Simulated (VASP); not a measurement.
# TaAs: equation of state with PBE

Crystal: TaAs.

```
Ta As
1.0
    -1.72181    1.72181    5.86794
     1.72181   -1.72181    5.86794
     1.72181    1.72181   -5.86794
Ta As
2 2
Direct
  0.49997 0.49997 0.00000
  0.24997 0.74997 0.50000
  0.08263 0.08263 0.00000
  0.83263 0.33263 0.50000
```

The cell is a database's computed one.

- Program: VASP 6.6.1
- Task: equation of state
- Functional: PBE
- Potentials or basis: VASP PAW PBE potentials, release 64 (Ta_pv, As)
- Cutoff: 520 eV
- k mesh: 11 × 11 × 11
- Occupations: fermi-dirac, width 0.05 eV
- Spin: no spin polarisation
- Further INCAR settings: ALGO = Normal; EDIFF = 1e-07; NBANDS = 24

The equilibrium volume is 17.65 Å³/atom. The bulk modulus at fixed shape and positions is 178 GPa and the pressure derivative of the bulk modulus is 4.4.

Energy against volume, from the lowest point:
| volume (Å³/atom) | energy (meV/atom) |
| --- | --- |
| 16.353 | 60.15 |
| 16.700 | 30.83 |
| 17.048 | 11.70 |
| 17.396 | 1.74 |
| 17.744 | 0.00 |
| 18.092 | 5.65 |
| 18.440 | 17.94 |

All runs of the series together: 21 min on 1 thread of Intel(R) Xeon(R) 6975P-C (Granite Rapids) (shared host).

Caveat: the cell was scaled at fixed shape and fractional positions, which overstates the stiffness of a crystal with free parameters, most of all of layers and chains. The run has no spin-orbit coupling, so splittings on Ta are missing.
